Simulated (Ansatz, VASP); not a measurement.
TePb in VASP and in Ansatz

```xyz
2
Lattice="0.0000 3.2270 3.2270 3.2270 0.0000 3.2270 3.2270 3.2270 0.0000" Properties=species:S:1:pos:R:3 pbc="T T T"
Te    3.2270    3.2977    3.2977
Pb    0.0000    0.0000    0.0000
```

Change from the starting cell: all Te atoms moved -0.100 Å, as atom 1 towards its neighbour atom 1 (Te) at 4.564 Å.

Alike in both runs: task single point; functional PBEsol; k mesh 8 × 8 × 8; occupations gaussian, width 0.05 eV; no spin polarisation.

|  | VASP | Ansatz |
| --- | --- | --- |
| version | VASP 6.6.1 | Ansatz 0.2.0 |
| potentials or method | VASP PAW PBE potentials, release 64 (Te, Pb_d) | scalar-relativistic, plane waves, PAW |
| plane-wave cutoff (eV) | 520 | 420 |
| valence electrons in the cell | 20 | 30 |

Ansatz gave:

* gap on the k mesh at the Fermi level (eV): 0.67
* least direct gap on the mesh (eV): 0.67
* pressure (GPa): -0.1
* largest component of the traceless stress (GPa): 0.12
* rms of the force components (eV/Å): 0.033

Estimate VASP's values.

gap on the k mesh at the Fermi level (eV): 0.68; least direct gap on the mesh (eV): 0.68; pressure (GPa): -0.1; largest component of the traceless stress (GPa): 0.13; rms of the force components (eV/Å): 0.033.

Atom by atom the forces differ by 0.001 eV/Å (rms over components). The two sets of potentials don't hold the same shells in valence.

Caveats: the PAW data sets were made with another functional, which shifts forces and pressure a little (VASP); spin-orbit coupling is left out, which as a rule narrows the gap of such compounds by several tenths of an eV. A k mesh can miss the band edges.
